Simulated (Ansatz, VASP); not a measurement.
**Ag in VASP and in Ansatz**

```
Ag
1.0
     0.02043    2.05332    2.05332
     2.05332    0.02043    2.05332
     2.05332    2.05332    0.02043
Ag
1
Cartesian
  0.0000 0.0000 0.0000
```

Change from the starting cell: equal xy, yz and zx shear strains of +1 %, crystal datasets.

Alike in both runs: task electric field gradients; functional PBE; k mesh 15 × 15 × 15; occupations fermi-dirac, width 0.05 eV; no spin polarisation.

```csv
,VASP,Ansatz
version,VASP 6.6.1,Ansatz 0.2.0
potentials or method,"VASP PAW PBE potentials, release 64 (Ag), cutoff 520 eV","all-electron PAW with datasets made for the crystal, scalar-relativistic"
```

```tsv
	VASP	Ansatz	Ansatz less VASP
pressure (GPa)	4.4	4.6	+0.14
largest component of the traceless stress (GPa)	0.29	0.29	+0.006
Vzz of the field gradient on the site that differs most (V/Å²)	0.0	-1.8	-1.74
```

Ansatz ran all-electron here, so the differences hold the error of VASP's frozen core and of both bases. Ansatz warned: «gradients_without_spin_orbit».
